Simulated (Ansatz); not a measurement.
**Where N_C puts its levels in the gap of C (Fd-3m)**

Wanted: the transition levels of a substitutional impurity in C (Fd-3m), from a cell of 432 host atoms with 1 C taken out and 1 N put in.

Main program and level: Ansatz 0.2.0; place-levels on PBEsol runs: charge-transition levels and formation energies with image-charge correction and potential alignment at the atomic sites; PAW set soft_1.

**Measured values to reproduce.**

For C, diamond (bulk crystal), “Fermi level pinning by defects can explain the large reported carbon 1s binding energy variations in diamond” (2019, arxiv:1902.02958) quotes earlier work: band gap (band gap, experimental literature value) 5.5 eV [literature value quoted in passing in the introduction; temperature not stated].

## (1) Starting point

The cell holds 432 atoms: 431 C and 1 N. Its edges and angles: a = 15.077 Å, b = 15.077 Å, c = 15.077 Å, α = 60.0°, β = 60.0°, γ = 60.0°. It derives from C (space group Fd-3m). Nearest the centre at fractional (0.500, 0.500, 0.500): N259 at 0.00 Å, C258 at 1.54 Å, C260 at 1.54 Å, C248 at 1.54 Å, C188 at 1.54 Å, C271 at 2.51 Å, C261 at 2.51 Å, C331 at 2.51 Å.

Screening for the image-charge correction: ε∞ = 5.87, ε0 = 5.87, computed on the host (DFPT, PBEsol).

The cell's shortest repeat is 15.1 Å.

## (2) What was run first

Levels follow from differences of total energies between charge states, each relaxed by itself.

Each atom starts 0.04 Å or so off its site in a random direction: a symmetric start keeps its symmetry, and would miss off-centre moves and Jahn–Teller distortions. Forces are taken at the zone centre alone. The cell holds 1 electron fewer than the neutral one, with a uniform background that keeps it neutral on the whole.

One state's input; the others differ in charge, spin, start and seed, and in occupations where the table says so.

The input, qp1.relax/input.yaml:

```yaml
crystal:
  lattice:
    - [0.0, 1.77688097, 1.77688097]
    - [1.77688097, 0.0, 1.77688097]
    - [1.77688097, 1.77688097, 0.0]
  atoms:
    - { symbol: C, position: [0.0, 0.0, 0.0] }
    - { symbol: C, position: [0.25, 0.25, 0.25] }
  supercell: [6, 6, 6]
  defects: [{ substitution: { at: 258, symbol: "N" } }]
total_charge: 1
basis:
  ecutwfc: 420
  xc_grid: 2
hamiltonian:
  xc: pbesol
  pseudopotentials: { kind: paw, azcp: { folder: soft_1 }, xc_functional: pbe }
kpoints:
  mp_grid: { grid: [1, 1, 1] }
scf:
  occupations: { method: fixed }
  max_iter: 60
output:
  forces: true
  charged_corrections:
    epsilon: 5.87
    static_epsilon: 5.87
    defect_position: [0.5, 0.5, 0.5]
relax:
  f_tol: 0.02
  max_steps: 60
  random_displacement: { amplitude: 0.04, seed: 7889 }
checkpoint:
  write: "../qp1.relax.run"
  compress: false
  write_wavefunctions: true
  write_every: 100000
```

Started as:

```console
ansatz run input.yaml --threads 32 --pin off --max-ram 84787MiB --backend cuda --events-out ev --progress --plain --runs-dir out --max-vram 78GiB
```

The energy is taken again at one point at (¼, ¼, ¼), on the same structure.

The run of this state that the levels use, under PBEsol:

The input, qp1.quarter/input.yaml:

```yaml
crystal:
  checkpoint: "../qp1.relax.run"
  host: checkpoint
total_charge: 1
basis:
  ecutwfc: 420
  xc_grid: 2
hamiltonian:
  xc: pbesol
  pseudopotentials: { kind: paw, azcp: { folder: soft_1 }, xc_functional: pbe }
kpoints:
  mp_grid: { grid: [1, 1, 1], shift: [0.25, 0.25, 0.25] }
scf:
  occupations: { method: fixed }
  max_iter: 60
output:
  forces: true
  charged_corrections:
    epsilon: 5.87
    static_epsilon: 5.87
    defect_position: [0.5, 0.5, 0.5]
  eigenvalues: true
  eigenstates: { localisation: true }
checkpoint:
  read: "../qp1.relax.run"
  write: "../qp1.quarter.run"
  compress: false
  write_wavefunctions: false
  write_every: 100000
```

Relaxations under PBEsol at the zone centre alone; times on 1 × NVIDIA GB200 with 32 threads of Arm Neoverse V2, shared host:

```csv
charge,moment (μB),occupations,outcome,steps,largest displacement against the far atoms (Å),time
0,1,fixed,converged,8,0.24,36 s
+1,0,fixed,converged,5,0.01,15 s
```

Single points under PBEsol at one point at (¼, ¼, ¼); times on 1 × NVIDIA GB200 with 32 threads of Arm Neoverse V2, shared host:

```csv
charge,moment (μB),occupations,outcome,time
0,1,fixed,converged,20 s
+1,0,fixed,converged,9 s
```

Distances (Å) from N259 to the nearest atoms after relaxation with PBEsol:

```csv
charge,moment (μB),1.,2.,3.,4.,5.,6.
0,1,C 1.47,C 1.47,C 1.47,C 2.00,C 2.37,C 2.37
+1,0,C 1.55,C 1.55,C 1.55,C 1.55,C 2.51,C 2.51
```

## (3) Levels against the band edges, PBEsol, the zone centre alone

qp1.gamma/input.yaml, as its differences from qp1.quarter/input.yaml of step 2:

```diff
@@ -11,3 +11,3 @@
 kpoints:
-  mp_grid: { grid: [1, 1, 1], shift: [0.25, 0.25, 0.25] }
+  mp_grid: { grid: [1, 1, 1] }
 scf:
@@ -22,6 +22,5 @@
   eigenvalues: true
-  eigenstates: { localisation: true }
 checkpoint:
   read: "../qp1.relax.run"
-  write: "../qp1.quarter.run"
+  write: "../qp1.gamma.run"
   compress: false
```

It took 3.8 s on 1 × NVIDIA GB200 with 32 threads of Arm Neoverse V2, shared host; peak memory 1.4 GiB; 6.5 s of CPU time.

The input, levels.gamma.yaml:

```yaml
host:
  run: host.gamma.run
states: [q0_M1.gamma.run, qp1.gamma.run]
geometry_from:
  q0_M1.gamma.run: q0_M1.relax.run
  qp1.gamma.run: qp1.relax.run
chemical_potentials:
  C:
    energy: -246.668769
    dataset: "<sha256 of the dataset>"
  "N":
    energy: -378.476431
    dataset: "<sha256 of the dataset>"
```

Started as:

```console
ansatz place-levels levels.gamma.yaml -- --threads 32 --pin off --max-ram 84787MiB --backend cuda --max-vram 78GiB
```

Numbers of over 12 decimals in the logs are rounded to 6 here.

What it wrote:

```text
(+1/0) 2.767 eV above the valence edge, 1.266 eV under the conduction edge
formation energy of charge +1: +0.826 eV with the Fermi level at the valence edge
formation energy of charge 0: +3.593 eV with the Fermi level at the valence edge
  edges by pbesol, gap 4.033 eV; the host is sampled to repeats of 15.08 Å
[... the lines on each state left out ...]
```

The job ended after 0.99 s (32 threads).

Under PBEsol the gap is 4.03 eV, (+1/0) 2.77 eV.

## (4) place-levels, PBEsol, one point at (¼, ¼, ¼)

A charged cell interacts with its images and the background, and its potential has another zero than the host's. place-levels removes the first by a point-charge model, screened by the static dielectric constant since the ions have relaxed around the charge, and the second by comparing potentials at atoms far from the defect.

The host is a run of the defect-free crystal in the same cutoffs, grids and k-points, so that basis and sampling errors cancel in part in the differences. The host is run in a cell of 2 atoms on a matching mesh. Its band edges are searched through the zone by a band path, so the gap is smaller than, or equal to, that on the mesh. Chemical potentials are energies per atom of C (diamond) and N (N2 molecule), run with the same functional and cutoff. Carbon is taken as diamond, which semilocal functionals can put about 0.1 eV an atom over graphite.

The input, levels.quarter.yaml:

```yaml
host:
  run: host.quarter.run
states: [q0_M1.quarter.run, qp1.quarter.run]
geometry_from:
  q0_M1.quarter.run: q0_M1.relax.run
  qp1.quarter.run: qp1.relax.run
chemical_potentials:
  C:
    energy: -246.668769
    dataset: "<sha256 of the dataset>"
  "N":
    energy: -378.476431
    dataset: "<sha256 of the dataset>"
```

Started as:

```console
ansatz place-levels levels.quarter.yaml -- --threads 32 --pin off --max-ram 84787MiB --backend cuda --max-vram 78GiB
```

What it wrote:

```text
(+1/0) 2.792 eV above the valence edge, 1.242 eV under the conduction edge
formation energy of charge +1: +0.823 eV with the Fermi level at the valence edge
formation energy of charge 0: +3.615 eV with the Fermi level at the valence edge
  edges by pbesol, gap 4.034 eV; the host is sampled to repeats of 15.08 Å
  the defect's cells are sampled to repeats of 15.08 Å, like sampling
  charge +1: -106704.3642 eV with its correction of +0.260 eV, at epsilon 5.87, aligned at sites: -0.0036 eV, mean over 139 atomic sites at or beyond 7.54 Å from the defect at [0.5000, 0.5000, 0.5000], with +0.000000 for the charge's moments and without [...]
  charge 0: +0.001 eV for its dipole among its images, +0.000 omitted
  of states[1] (qp1.quarter.run): how wide its charge is, is not read beside other atoms or cores, and a band state would take no correction. [...]
  of states[0] (q0_M1.quarter.run): stability_check_not_made
```

Elapsed: 1 s, on 32 threads.

Under PBEsol the gap is 4.03 eV, (+1/0) 2.79 eV; the stage before (PBEsol, at other k-points) gave a gap of 4.03 eV and levels within 0.02 eV of these.

Levels between the charges placed, in eV above the valence top:

```csv
,gap (eV),(+1/0)
PBEsol,4.03,2.79
```

Corrections by state:

```csv
charge,moment (μB),image terms and alignment (eV),band filling (eV),ε used,"over the lowest of its charge, as the program ranks them, band filling apart (eV)"
+1,0.0,0.260,-,5.87,0.000
0,1.0,0.001,-,-,0.000
```

From the program's caveats on the states, each cut to its opening words:

- charge +1: how wide its charge is, is not read beside other atoms or cores, and a band state would take no correction
- charge 0 (1 μB): flagged: stability check not made

Chemical potentials of the elements' reference phases, run alike. Formation energy by charge state (elemental references; gap 4.03 eV):

```csv
charge,at valence top (eV),at conduction bottom (eV),correction included (eV)
+1,0.82,4.86,0.26
0,3.61,3.61,0.00
```

| Fermi level (eV) | lowest formation energy (eV) |
| --- | --- |
| 0.00 | 0.82 |
| 0.37 | 1.19 |
| 0.73 | 1.56 |
| 1.10 | 1.92 |
| 1.47 | 2.29 |
| 1.83 | 2.65 |
| 2.20 | 3.02 |
| 2.57 | 3.39 |
| 2.93 | 3.61 |
| 3.30 | 3.61 |
| 3.67 | 3.61 |
| 4.03 | 3.61 |

## (5) Cost and result

Levels between neighbouring charges, in eV above each run's own valence top:

```csv
,gap (eV),(+1/0),GPU time a state at this stage (restarts are quicker than cold starts)
"PBEsol, zone centre alone",4.03,2.77,4.6 s
"PBEsol, (¼, ¼, ¼)",4.03,2.79,14 s
```

## (6) Results

| Quantity | Value |
| --- | --- |
| gap of the host | 4.03 eV (PBEsol) |
| level (plus 1/0) | 2.79 eV above the valence top |
| lowest of the charges placed, just above the valence top (0.02 eV) | +1 |
| lowest of the charges placed, just below the conduction bottom (0.02 eV) | 0 |
| lowest formation energy at mid-gap of the charges run, elemental references | 2.84 eV |

What this shows: Of the charges placed (0 and +1), the lowest changes at 2.79 eV (+1/0) above the valence top, in a gap of 4.03 eV. Charges above +1 and below 0 were not placed, so these runs say nothing of levels that involve them. States placed: +1 at 0 μB; 0 at 1 μB. Other spin states or structures, where not listed, weren't placed. N is taken at its element; compounds, which aren't counted here, bound the chemical potentials and would shift these formation energies. Limits: one k-point off the zone centre stands for the whole zone; PBEsol makes the gap too small and tends to spread out bound carriers; where a gas molecule sets a chemical potential or the host's formation energy, its binding is uncorrected.

Comparison with the measured values:

| quantity | measured | PBEsol |
| --- | --- | --- |
| band gap (least gap of the host) (eV) | 5.5 | 4.03 (-1.47 eV) |

Measured values from arxiv:1902.02958 (2019).

How well it matches: The band gap is off by -1.47 eV: a clear miss. Local and semilocal functionals usually give gaps below the measured ones. Zero-point and thermal motion shift the measured gap.

[Logs are printed without paths, hosts, clocks, repeated set-up lines and the standing remarks that a program may print on its own settings, such as how far it seeks lower states.]

[Hosts, paths, dates, database ids (printed as entryN), source tags and the programs' standing remarks are cut or masked in the printed files.]

[Where a table of states has a column of steps, it counts the stored structures, which are thinned; the runs took as many ionic steps or more.]

[A defect's name tells the site on which it was built; relaxed atoms can leave that site.]

[For some hosts the program warned that the k-mesh of the response run may be too coarse for force constants and the static dielectric constant; such warnings are not shown here.]
